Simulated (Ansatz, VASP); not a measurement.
**BN: VASP beside Ansatz**

```
CELL_PARAMETERS angstrom
2.54395 0.00000 0.00000
-1.27198 2.20313 0.00000
0.00000 0.00000 4.20782
ATOMIC_POSITIONS crystal
B 0.33333 0.66667 0.00020
B 0.66667 0.33333 0.50020
N 0.33333 0.66667 0.37480
N 0.66667 0.33333 0.87480
```

Alike in both runs: task single point; functional r2SCAN; k mesh 12 × 12 × 6; no spin polarisation.

|  | VASP | Ansatz |
| --- | --- | --- |
| version | VASP 6.6.1 | Ansatz 0.2.0 |
| potentials or method | VASP PAW PBE potentials, release 64 (B, N) | plane waves, PAW |
| plane-wave cutoff (eV) | 520 | 500 |
| occupations | gaussian, width 0.01 eV | fixed |
| valence electrons in the cell | 16 | 16 |

Ansatz gave:

- gap on the k mesh at the Fermi level (eV): 5.75
- pressure (GPa): 0.0

Q: Which values does VASP return?

A: gap on the k mesh at the Fermi level (eV): 5.72; pressure (GPa): 1.1.

Caveats: the PAW data sets were made with another functional, which shifts forces and pressure a little (VASP). r2SCAN opens gaps a little over a GGA but as a rule still falls short of measured ones. A k mesh can miss the band edges.
